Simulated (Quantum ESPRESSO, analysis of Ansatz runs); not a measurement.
# A hop of O in Al2O3 (R-3c), charge 0 (Quantum ESPRESSO), part 2 of 3

How high is the barrier when O changes place in Al2O3 (R-3c)? The case: V_O hop (2.5 Å), charge 0, in a cell of 80 host atoms with 1 O taken out.

Quantum ESPRESSO 7.5; Quantum ESPRESSO plane-wave DFT, PBEsol, GBRV 1.5 PBEsol potentials; nudged elastic band between two relaxed defect structures.

So far: Set-up; Relaxation of the start point, charge 0.

## (3) Relaxation of the end point, charge 0

Level of this step: Quantum ESPRESSO plane-wave DFT, PBEsol, GBRV 1.5 PBEsol potentials; relaxation of all atoms of a defect supercell (Quantum ESPRESSO).

The end point is relaxed in the same cell and settings, so that the two energies compare. Atoms more than 3.2 Å from the middle of the hop start where the first relaxation left them, the nearer ones on or close to their ideal places, with small random displacements.

Input file pw.in:

```
&CONTROL
  calculation = 'relax'
  prefix = 'pwscf'
  outdir = './tmp'
  pseudo_dir = './pseudo'
  tprnfor = .true.
  disk_io = 'low'
  nstep = 70
  forc_conv_thr = 0.00078
  etot_conv_thr = 0.0001
/
&SYSTEM
  ibrav = 0
  nat = 79
  ntyp = 2
  ecutwfc = 36
  ecutrho = 288
  nbnd = 193
  occupations = 'fixed'
  nosym = .true.
/
&ELECTRONS
  conv_thr = 8d-08
  electron_maxstep = 100
  mixing_beta = 0.5
/
&IONS
  ion_dynamics = 'bfgs'
/
ATOMIC_SPECIES
Al    26.9815 al_pbesol_v1.uspp.F.UPF
O     15.9990 o_pbesol_v1.2.uspp.F.UPF
CELL_PARAMETERS angstrom
   4.7750098375    2.7568532680    8.6755442391
  -4.7750098375    2.7568532680    8.6755442391
   0.0000000000   -5.5137065361    8.6755442391
ATOMIC_POSITIONS crystal
Al     0.3235497019    0.3246277409    0.3240690731
Al     0.4259733892    0.4270710318    0.4249870461
[... 13 atom lines left out ...]
O      0.4721281291    0.1255123090    0.7784718571
[... 24 atom lines left out ...]
Al     0.8241765761    0.3245478719    0.3227086622
[... 3 atom lines left out ...]
O      0.7220695708    0.0271248267    0.3747437036
O      0.9715206217    0.1252227381    0.2789891855
[... 5 atom lines left out ...]
Al     0.5731585369    0.0737408300    0.5738895478
Al     0.6753804133    0.1772030833    0.6754233777
O      0.7221565617    0.0277835221    0.8740677314
[... 2 atom lines left out ...]
O      0.8741183967    0.2226625631    0.5287562037
[... 3 atom lines left out ...]
Al     0.9263525644    0.9265657750    0.4247884696
[... 8 atom lines left out ...]
Al     0.8246724736    0.8228616016    0.8245832896
[... 8 atom lines left out ...]
O      0.6244206834    1.2787565439    0.4710949416
K_POINTS gamma
```

On the command line:

```bash
> OMP_NUM_THREADS=1 mpirun -n 4 pw.x -in pw.in > pw.out
```

Output:

```text
[shortened: banners, details of potentials and solvers, and blank lines are left out]
[banner, memory and clock lines left out]
     gamma-point specific algorithms are used
     one sub-group per band group will be used
     bravais-lattice index     =            0
     lattice parameter (alat)  =      19.4252  a.u.
     unit-cell volume          =    4624.1563 (a.u.)^3
     number of atoms/cell      =           79
     number of atomic types    =            2
     number of electrons       =       378.00
     number of Kohn-Sham states=          193
     kinetic-energy cutoff     =      36.0000  Ry
     charge density cutoff     =     288.0000  Ry
     scf convergence threshold =      8.0E-08
     mixing beta               =       0.5000
     number of iterations used =            8  plain     mixing
     energy convergence thresh.=      1.0E-04
     force convergence thresh. =      7.8E-04
     Exchange-correlation= SLA  PW   PSX  PSC
                           (   1   4  10   8   0   0   0)
     nstep                     =           70
     crystal axes: (cart. coord. in units of alat)
               a(1) = (   0.464522   0.268192   0.843974 )
               a(2) = (  -0.464522   0.268192   0.843974 )
               a(3) = (   0.000000  -0.536384   0.843974 )
     PseudoPot. # 1 for Al read from file:
     al_pbesol_v1.uspp.F.UPF
     Pseudo is Ultrasoft + core correction, Zval =  3.0
[...]
PseudoPot. # 2 for O  read from file:
     o_pbesol_v1.2.uspp.F.UPF
     Pseudo is Ultrasoft + core correction, Zval =  6.0
[...]
atomic species   valence    mass     pseudopotential
     Al                3.00    26.98150     Al( 1.00)
     O                 6.00    15.99900     O ( 1.00)
     No symmetry found
     site n.     atom                  positions (alat units)
         1        Al     tau(   1) = (  -0.0005008   0.0000105   0.8205507  )
         2        Al     tau(   2) = (  -0.0005099   0.0008234   1.0786253  )
         3        Al     tau(   3) = (  -0.0001415  -0.0002050   0.1881001  )
         4        Al     tau(   4) = (  -0.0020894  -0.0015501   0.4457097  )
         5        O      tau(   5) = (   0.0893009  -0.1348786   0.5272881  )
         6        O      tau(   6) = (   0.1615794   0.0110815   0.7379906  )
         7        O      tau(   7) = (  -0.1628224  -0.0109854   0.5275376  )
         8        O      tau(   8) = (   0.0714724   0.1444854   0.5274687  )
[...]
number of k points=     1
                       cart. coord. in units 2pi/alat
        k(    1) = (   0.0000000   0.0000000   0.0000000), wk =   2.0000000
     Dense  grid:   190929 G-vectors     FFT dimensions: ( 108, 108, 108)
     Smooth grid:    67502 G-vectors     FFT dimensions: (  75,  75,  75)
     starting charge     377.9246, renormalised to     378.0000
     Self-consistent Calculation
     iteration #  1     ecut=    36.00 Ry     beta= 0.50
     total energy              =   -1734.11658980 Ry
     estimated scf accuracy    <      15.00543456 Ry
     iteration #  2     ecut=    36.00 Ry     beta= 0.50
     total energy              =   -1738.52269433 Ry
     estimated scf accuracy    <       1.45260164 Ry
     iteration #  3     ecut=    36.00 Ry     beta= 0.50
     total energy              =   -1738.58964240 Ry
     estimated scf accuracy    <       0.15070440 Ry
[...]
estimated scf accuracy    <       0.00006052 Ry
     iteration #  8     ecut=    36.00 Ry     beta= 0.50
     total energy              =   -1738.62994893 Ry
     estimated scf accuracy    <       0.00000554 Ry
     iteration #  9     ecut=    36.00 Ry     beta= 0.50
     total energy              =   -1738.62995057 Ry
     estimated scf accuracy    <       0.00000011 Ry
     iteration # 10     ecut=    36.00 Ry     beta= 0.50
     End of self-consistent calculation
          k = 0.0000 0.0000 0.0000 (  8449 PWs)   bands (ev):
   -11.7566 -10.8016 -10.7567 -10.6852 -10.6600 -10.6357 -10.6163 -10.6093
   -10.5863 -10.5749 -10.5366 -10.3307  -9.9272  -9.9219  -9.8534  -9.7127
    -9.6850  -9.6347  -9.5260  -9.5102  -9.4594  -9.4032  -9.2932  -9.2508
    -9.2288  -9.1705  -9.1532  -9.1302  -9.1160  -9.1040  -9.0965  -9.0843
    -9.0450  -9.0215  -9.0000  -8.9853  -8.9746  -8.9629  -8.9515  -8.9422
    -8.9206  -8.9150  -8.7824  -8.7536  -8.7198  -8.6971  -8.6808   0.4533
     0.8701   0.8792   0.8947   0.9147   0.9385   0.9803   1.1522   1.2391
     1.2532   1.4463   1.5558   1.6531   1.6955   1.7250   1.7790   1.8364
[...]
15.2252
     highest occupied, lowest unoccupied level (ev):    10.1539   13.6899
!    total energy              =   -1738.62995057 Ry
     estimated scf accuracy    <       0.00000003 Ry
     The total energy is the sum of the following terms:
     one-electron contribution =    -325.14671842 Ry
     hartree contribution      =     435.92881230 Ry
     xc contribution           =    -486.02830421 Ry
     ewald contribution        =   -1363.38374024 Ry
     convergence has been achieved in  10 iterations
     Forces acting on atoms (cartesian axes, Ry/au):
     atom    1 type  1   force =     0.01199436   -0.00556393   -0.00542048
     atom    2 type  1   force =     0.00509753   -0.00707762    0.00499077
     atom    3 type  1   force =    -0.00227224    0.00347328   -0.00913050
     atom    4 type  1   force =     0.01670256    0.01199631    0.00411374
     atom    5 type  2   force =     0.00211762    0.00525649   -0.00112797
     atom    6 type  2   force =    -0.00734637   -0.00223049    0.00445710
     atom    7 type  2   force =     0.00458012   -0.00065154   -0.00355711
     atom    8 type  2   force =    -0.00817278   -0.00455410   -0.00014178
[...]
Total force =     0.118219     Total SCF correction =     0.000129
     BFGS Geometry Optimization
     Energy error            =      1.4E-02 Ry
     Gradient error          =      3.6E-02 Ry/Bohr
     number of scf cycles    =   1
     number of bfgs steps    =   0
     energy             new  =   -1738.6299505721 Ry
     new trust radius        =       0.0417537031 bohr
     new conv_thr            =       0.0000000800 Ry
ATOMIC_POSITIONS (crystal)
Al               0.3239261135        0.3236749109        0.3243148616
Al               0.4261308972        0.4266636206        0.4255413685
Al               0.0738112314        0.0743677514        0.0741383521
Al               0.1742167990        0.1768636866        0.1772787613
O                0.2208202634        0.0283430619        0.3755360419
O                0.4718931276        0.1248674142        0.2779347342
O                0.0264305106        0.3764387455        0.2219775933
O                0.3744466990        0.2214903813        0.0290364345
[...]
Self-consistent Calculation
[...]
iteration #  3     ecut=    36.00 Ry     beta= 0.50
     total energy              =   -1738.64541228 Ry
     estimated scf accuracy    <       0.00000027 Ry
     iteration #  4     ecut=    36.00 Ry     beta= 0.50
     total energy              =   -1738.64541232 Ry
     estimated scf accuracy    <       0.00000003 Ry
     iteration #  5     ecut=    36.00 Ry     beta= 0.50
     total energy              =   -1738.64541232 Ry
     estimated scf accuracy    <          3.9E-09 Ry
     iteration #  6     ecut=    36.00 Ry     beta= 0.50
[...]
k = 0.0000 0.0000 0.0000 (  8449 PWs)   bands (ev):
   -11.7246 -10.7479 -10.7225 -10.6104 -10.6077 -10.5948 -10.5939 -10.5855
   -10.5763 -10.5651 -10.5361 -10.3747  -9.9145  -9.8935  -9.8404  -9.6696
    -9.6614  -9.6374  -9.5056  -9.4924  -9.4377  -9.3626  -9.2315  -9.2120
    -9.1764  -9.1289  -9.1156  -9.1123  -9.1045  -9.1011  -9.0949  -9.0555
    -9.0308  -8.9833  -8.9811  -8.9676  -8.9606  -8.9577  -8.9521  -8.9450
    -8.9383  -8.9277  -8.7708  -8.7373  -8.7042  -8.6998  -8.6832   0.4863
     0.9004   0.9118   0.9156   0.9414   0.9629   1.0237   1.1471   1.2670
     1.2708   1.4772   1.5615   1.6732   1.7183   1.7750   1.7784   1.8497
[...]
highest occupied, lowest unoccupied level (ev):     9.6740   13.6875
!    total energy              =   -1738.64541232 Ry
     estimated scf accuracy    <          2.0E-10 Ry
[...]
convergence has been achieved in   6 iterations
     Forces acting on atoms (cartesian axes, Ry/au):
     atom    1 type  1   force =     0.00022723   -0.00013581    0.00037853
     atom    2 type  1   force =    -0.00089544    0.00026542   -0.00029502
     atom    3 type  1   force =     0.00003677   -0.00013008    0.00004884
     atom    4 type  1   force =    -0.00012204   -0.00004126    0.00034750
     atom    5 type  2   force =     0.00037709    0.00037759    0.00026468
     atom    6 type  2   force =     0.00001791    0.00032094   -0.00010645
     atom    7 type  2   force =     0.00004606    0.00040362   -0.00000418
     atom    8 type  2   force =    -0.00003228    0.00010427    0.00004101
[...]
Total force =     0.003786     Total SCF correction =     0.000030
[...]
number of scf cycles    =  10
     number of bfgs steps    =   9
     energy             old  =   -1738.6453737408 Ry
     energy             new  =   -1738.6454123221 Ry
     CASE: energy            _new < energy            _old
     new trust radius        =       0.0020988121 bohr
[...]
ATOMIC_POSITIONS (crystal)
Al               0.3233093456        0.3241978432        0.3238490898
Al               0.4256695033        0.4265171759        0.4256897303
Al               0.0729461765        0.0720649945        0.0764018364
Al               0.1760545131        0.1757970226        0.1761637755
O                0.2221482304        0.0280673396        0.3748505622
O                0.4715142099        0.1252500899        0.2782159960
O                0.0280742629        0.3749130869        0.2220935301
O                0.3751352192        0.2218092398        0.0276609527
[...]
Self-consistent Calculation
     iteration #  1     ecut=    36.00 Ry     beta= 0.50
     total energy              =   -1738.64542980 Ry
     estimated scf accuracy    <       0.00000766 Ry
     iteration #  2     ecut=    36.00 Ry     beta= 0.50
     total energy              =   -1738.64543038 Ry
     estimated scf accuracy    <       0.00000076 Ry
     iteration #  3     ecut=    36.00 Ry     beta= 0.50
     total energy              =   -1738.64543048 Ry
     estimated scf accuracy    <       0.00000008 Ry
     iteration #  4     ecut=    36.00 Ry     beta= 0.50
     total energy              =   -1738.64543050 Ry
     estimated scf accuracy    <       0.00000001 Ry
     iteration #  5     ecut=    36.00 Ry     beta= 0.50
     total energy              =   -1738.64543050 Ry
     estimated scf accuracy    <          9.1E-10 Ry
     iteration #  6     ecut=    36.00 Ry     beta= 0.50
     End of self-consistent calculation
          k = 0.0000 0.0000 0.0000 (  8449 PWs)   bands (ev):
   -11.7246 -10.7478 -10.7229 -10.6101 -10.6068 -10.5950 -10.5940 -10.5859
   -10.5765 -10.5648 -10.5360 -10.3736  -9.9141  -9.8938  -9.8406  -9.6696
    -9.6612  -9.6377  -9.5054  -9.4922  -9.4373  -9.3621  -9.2309  -9.2119
    -9.1764  -9.1286  -9.1155  -9.1124  -9.1047  -9.1013  -9.0949  -9.0556
    -9.0311  -8.9830  -8.9812  -8.9673  -8.9608  -8.9579  -8.9519  -8.9455
    -8.9386  -8.9268  -8.7707  -8.7371  -8.7049  -8.6997  -8.6831   0.4863
     0.9009   0.9118   0.9153   0.9416   0.9629   1.0237   1.1472   1.2664
     1.2704   1.4776   1.5618   1.6735   1.7179   1.7753   1.7785   1.8498
[...]
14.9878
     highest occupied, lowest unoccupied level (ev):     9.6713   13.6876
!    total energy              =   -1738.64543050 Ry
     estimated scf accuracy    <          7.4E-11 Ry
     The total energy is the sum of the following terms:
     one-electron contribution =    -322.31078219 Ry
     hartree contribution      =     434.67532362 Ry
     xc contribution           =    -485.95809705 Ry
     ewald contribution        =   -1365.05187487 Ry
     convergence has been achieved in   6 iterations
     Forces acting on atoms (cartesian axes, Ry/au):
     atom    1 type  1   force =    -0.00002780    0.00006581    0.00013217
     atom    2 type  1   force =    -0.00045344    0.00009910   -0.00010989
     atom    3 type  1   force =    -0.00007345   -0.00033586    0.00016336
     atom    4 type  1   force =    -0.00008880   -0.00006862    0.00022686
     atom    5 type  2   force =     0.00011940    0.00028781    0.00011979
     atom    6 type  2   force =     0.00006960    0.00022684    0.00001970
     atom    7 type  2   force =    -0.00009858    0.00017773    0.00011104
     atom    8 type  2   force =    -0.00010053    0.00010439   -0.00011248
[...]
Total force =     0.002598     Total SCF correction =     0.000019
     Energy error            =      1.8E-05 Ry
     Gradient error          =      6.1E-04 Ry/Bohr
     bfgs converged in  11 scf cycles and  10 bfgs steps
     (criteria: energy <  1.0E-04 Ry, force <  7.8E-04 Ry/Bohr)
     End of BFGS Geometry Optimization
     Final energy             =   -1738.6454304983 Ry
Begin final coordinates
ATOMIC_POSITIONS (crystal)
Al               0.3233093456        0.3241978432        0.3238490898
Al               0.4256695033        0.4265171759        0.4256897303
Al               0.0729461765        0.0720649945        0.0764018364
Al               0.1760545131        0.1757970226        0.1761637755
O                0.2221482304        0.0280673396        0.3748505622
O                0.4715142099        0.1252500899        0.2782159960
O                0.0280742629        0.3749130869        0.2220935301
O                0.3751352192        0.2218092398        0.0276609527
[...]
End final coordinates
```

Elapsed: 3.6 min, on 4 MPI ranks of Arm Neoverse V1, shared host; peak memory 0.97 GiB; 14 min of CPU time.

Step by step:

```csv
step,energy less that of the first step (eV)
0,0.0000
1,-0.1260
2,-0.1706
3,-0.1880
4,-0.1984
5,-0.2041
6,-0.2072
7,-0.2088
8,-0.2098
9,-0.2104
10,-0.2106
```

The atoms that moved most (Å):

```csv
atom,dx,dy,dz,length
Al70,-0.048,0.077,-0.056,0.107
Al61,-0.038,-0.082,0.055,0.106
Al63,-0.001,0.028,-0.003,0.029
Al4,0.023,0.015,-0.001,0.027
O79,0.022,-0.015,0.006,0.027
Al71,0.002,0.007,-0.025,0.026
Al3,0.006,-0.019,-0.013,0.024
O16,0.018,0.010,-0.010,0.023
```

Neighbours of O79 at the end:

```csv
atom,distance (Å)
Al41,1.866
Al2,1.880
Al53,1.965
Al52,1.966
O16,2.513
O57,2.610
O18,2.631
O45,2.719
O56,2.734
O64,2.738
O47,2.738
```

This step gave:

```
highest filled level                                                                              : 9.671 eV
lowest empty level                                                                                : 13.69 eV
r.m.s. move of the farther half of the atoms                                                      : 0.006113 Å
largest move from the ideal geometry of this structure, a common shift of the far atoms taken out : 0.09815 Å
```

The relaxation gained 0.211 eV and ended with a largest force component of 0.016 eV/Å. The end lies within 1 meV of the start.

(Part 2 of 3 ends here.)

[Logs are printed without paths, hosts, clocks, repeated set-up lines and the standing remarks that a program may print on its own settings, such as how far it seeks lower states.]

[Hosts, paths, dates, database ids (printed as entryN), source tags and the programs' standing remarks are cut or masked in the printed files.]
